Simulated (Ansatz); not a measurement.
# V (Im-3m) in Ansatz: further runs, part 2 of 2

Ansatz 0.2.0. Earlier steps stand in the parts before.

## 3. Single point, PBE, collinear spin, ferromagnetic start (strain = 0.02)

input.yaml reads:

```yaml
crystal:
  lattice:
    - [-1.544637, 1.544637, 1.51435]
    - [1.544637, -1.544637, 1.51435]
    - [1.544637, 1.544637, -1.51435]
  atoms:
    - { symbol: V, position: [0.0, 0.0, 0.0], spin: 2.0 }
kpoints:
  mp_grid: { grid: [9, 9, 9] }
scf:
  occupations: { method: fermi_dirac, width: 0.05 }
hamiltonian:
  xc: pbe
  pseudopotentials: { kind: all_electron, lapw: { basis_error: 0.001 } }
magnetization:
  spin_polarized: true
output:
  forces: true
  stress: true
  eigenvalues: true
```

Potentials or basis: all-electron LAPW, scalar-relativistic.

Started as:

```
$ ansatz run input.yaml --threads 2 --pin off --max-ram 6144MiB --backend cpu --events-out ev --progress --plain --runs-dir out
```

The log of the run:

```text
Warning: RAYON_NUM_THREADS=2 ignored (pool sized by the plan → 2); use --threads N
LAPW: plane waves up to 8.098 Å⁻¹, error target 1.0e-3 eV per atom; small_component_spin mean_spin; V in spheres of 1.329 Å, 13 of its electrons in bands, Dirac shells [] (how accurate: hamiltonian.pseudopotentials.lapw.basis_error, Limitations)
Engine: ansatz 0.2.0, aarch64-unknown-linux-gnu
Pseudopotentials: kind: all_electron
Pseudopotential: V, LAPW, valence charge 13, lapw/all_electron/scalar/gaussian/V, Koelling and Harmon's equation, gaussian nucleus
Functional definition: PBE
  parameter kappa = 0.804
  parameter beta = 0.06672455060314922
  exchange = pbe_x(kappa = kappa, mu = beta*pi^2/3)
  correlation = pbe_c(beta = beta)
Crystal: 1 atoms, lattice volume = 14.452 Å³
[... 43 lines left out ...]
Internal energy: -25832.032401 eV  (E = F + TS)
E sigma→0 (E₀):  -25832.042630 eV
Entropy (-TS):   -0.020457 eV (-20.457 meV/atom)
Fermi energy:    15.744715 eV
--- Per-component energies (eV) ---
  E_band       = -155.579347
  E_kinetic    = 26103.724157
  E_xc         = -1235.597227
  E_electrostatic = -50700.159331  (all electrons and nuclei)
  E_smearing   = -0.020457  (= −TS)
  E_closure    = 0.000000  (closes the sum)
  E_atoms      = -25823.683572  (free atoms, spherical and without spin; not in F)
  Σ components = -25832.052858   (vs F -25832.052858, Δ=0.00e0)
  Basis errors (estimates in eV, not in F): energy 2.3e-4 per atom: plane waves 2.0e-4 (1.1e-4 summed), levels above the bands 1.2e-100, relativity 9.1e-9, radial functions 2.6e-5, core shells 5.5e-8; eigenvalues (radial functions only) 1.3e-6; not estimated: angular momenta, meshes, grids; target (lapw.basis_error) 1.0e-3; muffin-tin radii V 1.329 Å
--- Forces (eV/Å), atoms counted from 1 ---
  atom   1  V      0.00000000     0.00000000    -0.00000000
  max |Σ_I F_I| component: 9.86e-32 eV/Å
--- Stress (GPa, compression-positive) ---
      -11.392266       0.000000       0.000000
        0.000000     -11.392266       0.000000
        0.000000       0.000000     -10.895887
  P = ⅓ Tr σ = -11.2268 GPa (-112.268 kbar)
--- Band table (eV; the first three rows and the last of 150) ---
  k-point 0 ↑: bands = ["-48.0771", "-21.4780", "-21.4724", "-21.4724", "9.2764", "16.0119", "16.1561", "16.1561", "17.8600", "18.0332", "35.5444", "35.5444"]
  k-point 1 ↑: bands = ["-48.0600", "-21.5598", "-21.5042", "-21.4720", "9.7306", "15.9693", "15.9820", "16.4705", "17.6745", "18.0345", "34.4789", "35.3782"]
  k-point 2 ↑: bands = ["-48.0167", "-21.7776", "-21.5702", "-21.4712", "10.9409", "15.5657", "15.7228", "17.3303", "17.5265", "18.0611", "31.6305", "34.1544"]
  k-point 74 ↓: bands = ["-47.8301", "-21.9782", "-21.9631", "-21.9413", "13.1150", "13.1610", "18.7934", "18.7981", "19.0018", "24.0913", "25.6360", "26.2421"]
```

It took 12 s on 2 threads of Arm Neoverse V1, shared host; peak memory 0.34 GiB.

What came out:

* Free energy: -25832.0529 eV
* Pressure: -11.2 GPa
* Band gap on the k mesh: none (metal or under the smearing width)
* Net moment: 0.00 μB per cell
* Absolute moment: 0.00 μB per cell

Levels at points of the mesh, in eV from the Fermi level:
Spin up:
```csv
k point,band 4,band 5,band 6,band 7,band 8,band 9
"(0.00, 0.00, 0.00)",-37.22,-6.47,0.27,0.41,0.41,2.12
```
Spin down:
| k point | band 3 | band 4 | band 5 | band 6 | band 7 | band 8 | band 9 | band 10 |
| --- | --- | --- | --- | --- | --- | --- | --- | --- |
| (0.00, 0.00, 0.00) | -37.22 | -37.22 | -6.47 | 0.27 | 0.41 | 0.41 | 2.12 | 2.29 |

Caveat: the k mesh is thin for a metal, which can move the energy by tens of meV per atom; the starting moments weren't kept.

## 4. Single point, PBE, collinear spin, ferromagnetic start

input.yaml reads:

```yaml
crystal:
  lattice:
    - [-1.51435, 1.51435, 1.51435]
    - [1.51435, -1.51435, 1.51435]
    - [1.51435, 1.51435, -1.51435]
  atoms:
    - { symbol: V, position: [0.0, 0.0, 0.0], spin: 2.0 }
kpoints:
  mp_grid: { grid: [12, 12, 12] }
scf:
  occupations: { method: gaussian, width: 0.027 }
hamiltonian:
  xc: pbe
  pseudopotentials: { kind: all_electron, lapw: { basis_error: 0.001 } }
magnetization:
  spin_polarized: true
output:
  forces: true
  stress: true
  eigenvalues: true
```

Potentials or basis: all-electron LAPW, scalar-relativistic.

Started as:

```
$ ansatz run input.yaml --threads 2 --pin off --max-ram 6144MiB --backend cpu --events-out ev --progress --plain --runs-dir out
```

The log of the run:

```text
Warning: RAYON_NUM_THREADS=2 ignored (pool sized by the plan → 2); use --threads N
LAPW: plane waves up to 8.222 Å⁻¹, error target 1.0e-3 eV per atom; small_component_spin mean_spin; V in spheres of 1.311 Å, 13 of its electrons in bands, Dirac shells [] (how accurate: hamiltonian.pseudopotentials.lapw.basis_error, Limitations)
[... 8 set-up lines as earlier in the session ...]
Crystal: 1 atoms, lattice volume = 13.891 Å³
Basis set: ecut = 257.5864757679866 eV, 135 PW (Γ), exchange–correlation at level 2
Bands: 12, of which v1, the nominal top of the filled ones, is band 7 counted from 1 (6 counted from 0)
[... 2 set-up lines as earlier in the session ...]
Magnetic group: BNS 229.140 (UNI 1642), of the structure as read, at distance tolerance 2.4e-5 Å
k-points: 72 of 1728
[... 19 lines left out ...]
SCF iter  10: F=—  HF=-25832.073420 eV  |F-HF|=—  |Δ(HF+E_count)|=   2.47e-9  Δρ=7.27e-7 (↑7.19e-7 ↓7.27e-7)  dr2=1.04e-12  dr2_m=6.60e-11  M=0.123 μB ∫|m|=0.123 μB  β_m=0.95  ethr=1.32e-12  ⟨swp⟩=3.0  Hψ=4870  notcnv=0
SCF iter  11: F=-25832.073420 eV  HF=-25832.073420 eV  |F-HF|=7.28e-12  |Δ(HF+E_count)|=  1.09e-11  Δρ=9.54e-8 (↑9.29e-8 ↓9.54e-8)  dr2=1.48e-14  dr2_m=1.12e-12  M=0.123 μB ∫|m|=0.123 μB  ethr=1.00e-12  ⟨swp⟩=2.0  Hψ=4523  notcnv=0
SCF 1 converged in 11 iterations: F = -25832.073420 eV  dr2 = 1.48e-14
SCF converged after 11 iterations
Magnetization: 0.1232 μB (6.5616 up, 6.4384 down)
Absolute magnetization: 0.1232 μB (∫|ρ↑−ρ↓|)
Spin contamination: 0.0001 ħ² per cell (⟨S²⟩ above its minimum at these occupations)
Per-site moments (μB) at R_I (Å): [(0.11197057780132269, 1.3114655506785995)]
Free energy (F): -25832.073420 eV
Harris-Foulkes:  -25832.073420 eV  (|F-HF|=7.28e-12)
Internal energy: -25832.072769 eV  (E = F + TS)
E sigma→0 (E₀):  -25832.073095 eV
Entropy (-TS):   -0.000651 eV (-0.651 meV/atom)
Fermi energy:    16.422755 eV
--- Per-component energies (eV) ---
  E_band       = -145.691218
  E_kinetic    = 26105.384211
  E_xc         = -1236.061683
  E_electrostatic = -50701.395297  (all electrons and nuclei)
  E_smearing   = -0.000651  (= −TS)
  E_closure    = 0.000000  (closes the sum)
  E_atoms      = -25823.683572  (free atoms, spherical and without spin; not in F)
  Σ components = -25832.073420   (vs F -25832.073420, Δ=0.00e0)
  Basis errors (estimates in eV, not in F): energy 2.2e-4 per atom: plane waves 2.0e-4 (1.1e-4 summed), levels above the bands 0.0e0, relativity 8.3e-9, radial functions 2.0e-5, core shells 8.2e-8; eigenvalues (radial functions only) 1.5e-6; not estimated: angular momenta, meshes, grids; target (lapw.basis_error) 1.0e-3; muffin-tin radii V 1.311 Å
--- Forces (eV/Å), atoms counted from 1 ---
  atom   1  V     -0.00000000    -0.00000000     0.00000000
  max |Σ_I F_I| component: 2.88e-32 eV/Å
--- Stress (GPa, compression-positive) ---
       -5.308687       0.000000      -0.000000
        0.000000      -5.308687      -0.000000
       -0.000000      -0.000000      -5.308687
  P = ⅓ Tr σ = -5.3087 GPa (-53.087 kbar)
--- Band table (eV; the first three rows and the last of 144) ---
  k-point 0 ↑: bands = ["-47.3378", "-20.6800", "-20.6800", "-20.6800", "9.8979", "16.7982", "16.7982", "16.7982", "18.7664", "18.7664", "36.7116", "36.7116"]
  k-point 1 ↑: bands = ["-47.3262", "-20.7370", "-20.6976", "-20.6804", "10.1690", "16.6858", "16.7714", "16.9893", "18.6429", "18.7741", "36.1437", "36.6296"]
  k-point 2 ↑: bands = ["-47.2945", "-20.8911", "-20.7453", "-20.6813", "10.9318", "16.3905", "16.6273", "17.5355", "18.4478", "18.8052", "34.5278", "36.0136"]
  k-point 71 ↓: bands = ["-46.9430", "-21.1433", "-21.1433", "-21.1433", "13.6209", "13.6209", "20.0956", "20.0956", "20.0956", "26.4158", "26.4158", "26.4158"]
```

Wall time 6.8 s (2 threads of Arm Neoverse V1, shared host); peak memory 0.33 GiB.

Results:

* Free energy: -25832.0734 eV
* Pressure: -5.3 GPa
* Band gap on the k mesh: none (metal or under the smearing width)
* Net moment: 0.12 μB per cell
* Absolute moment: 0.12 μB per cell
* Site moments: V +0.11 μB

Caveat: the starting moments weren't kept.

## 5. The runs side by side

```tsv
task	level	cell	k mesh	cutoff (eV)	smearing	gap on the mesh (eV)	pressure (GPa)	moment (μB)
relaxation of cell and atoms	BLYP	relaxed	12 × 12 × 12	-	fermi-dirac 0.05 eV	-	0.0	0.00
single point	PBE	strain = 0.02	9 × 9 × 9	250	fermi-dirac 0.05 eV	none	-11.2	0.00
single point	PBE	as given	12 × 12 × 12	258	gaussian 0.027 eV	none	-5.3	0.12
```

Alike in all rows: potentials or basis all-electron LAPW, scalar-relativistic; spin collinear, ferromagnetic start; basis error allowed 0.001 eV/atom.

Caveats: the starting moments weren't kept; the k mesh is thin for a metal, which can move the energy by tens of meV per atom (some runs).

Compare energies only between runs with the same functional and basis.
